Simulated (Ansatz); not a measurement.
SrO in the zincblende structure, relaxed with r2SCAN in Ansatz 0.2.0: it is cubic, F-43m (No. 216); conventional cell a = 5.585 Å, 21.77 Å³ an atom. Sr is surrounded by 4 O at 2.42 Å; O is surrounded by 4 Sr at 2.42 Å. It was then strained (uniaxial along [111], other directions held), atoms relaxed again within the symmetry left. Unstrained, HSE06 gives 3.851 eV (W → Γ, 6×6×6 mesh), and the band edges keep their places in every row. Stress is positive in compression. No spin polarisation. The prototype was imposed, so other structures may be more stable.

Axes as in this cell:
```yaml
crystal:
  lattice:
    - [0.00000, 2.79228, 2.79228]
    - [2.79228, 0.00000, 2.79228]
    - [2.79228, 2.79228, 0.00000]
  atoms:
    - { symbol: Sr, position: [0.00000, 0.00000, 0.00000] }
    - { symbol: O, position: [0.25000, 0.25000, 0.25000] }
```

| strain (%) | ε | ΔE_g, HSE06 (eV) | Δmean stress, r2SCAN (GPa) |
| --- | --- | --- | --- |
| -2.47 | -0.0247 | +0.073 | +1.69 |
| -0.4 | -0.0040 | +0.012 | +0.26 |
| +1.84 | +0.0184 | -0.055 | -1.17 |

Task: Fit ΔE_g = a x + b x² to these rows by least squares, with x = ε.

Result: The normal equations take Σx² = 9.646e-04, Σx³ = -8.904e-06, Σx⁴ = 4.871e-07, ΣxΔE = -2.863e-03 and Σx²ΔE = 2.611e-05, and give a = -2.98 eV, b = -0.8 eV; the largest residual is 0.000 eV.

Task: Fit the change of mean stress in the same way.

Result: Δmean stress = -65.6 x + (112) x² GPa. The volume strain equals ε here, so in a cubic crystal the slope, 66 GPa, is the bulk modulus.

Task: Predict the withheld row at +0.5 % (x = +0.0050).

Result: ΔE_g ≈ -2.98 × (+0.0050) + (-0.8) × (+0.0050)² = -0.015 eV, and Δmean stress ≈ -0.33 GPa. The runs give -0.015 eV and -0.32 GPa, off by 0.000 eV and +0.01 GPa.
